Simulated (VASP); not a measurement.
Here is a VASP 6.6.1 calculation.

Contents of INCAR:

```
SYSTEM = InP
PREC = Accurate
ENCUT = 500
EDIFF = 1E-6
ISMEAR = 0
SIGMA = 0.01
LREAL = .FALSE.
LASPH = .TRUE.
NELM = 120
ALGO = Normal
ISIF = 2
LWAVE = .FALSE.
LCHARG = .FALSE.
GGA = CA
NBANDS = 16
GGA_COMPAT = .FALSE.
```

KPOINTS

```
Automatic mesh
0
G
  6 6 6
  0 0 0
```

File POSCAR:

```
InP
1.0
    0.0000000000      2.9424442967      2.9424442967
    2.9424442967      0.0000000000      2.9424442967
    2.9424442967      2.9424442967      0.0000000000
In P
1 1
Direct
    0.0000000000      0.0000000000      0.0000000000
    0.2500000000      0.2500000000      0.2500000000
```

Potentials or basis: VASP PAW LDA potentials, release 64 (In_d, P).

Run with:

```sh
$ cat potpaw_LDA.64/In_d/POTCAR potpaw_LDA.64/P/POTCAR > POTCAR
$ mpirun -np 1 vasp_std > vasp.out
```

Task: Predict the pressure.

Result: -2.0 GPa.

Task: Predict the band gap on the k mesh.

Result: 0.44 eV, direct.

Caveat: spin-orbit coupling is left out, which moves the levels of the heavy elements.

**Experimental background.**

A printed reference work, data compilation reports, for a bulk crystal of InP at 1.6 K: band gap 1.4236 eV (direct).

Against the measured gap of InP, 1.4236 eV (direct; 1.6 K; a printed reference work, data compilation), the calculated 0.44 eV is off by -0.98 eV. Spin-orbit coupling on In is left out. The value is that of LDA, without temperature or zero-point motion. Semilocal functionals fall short of measured gaps as a rule.
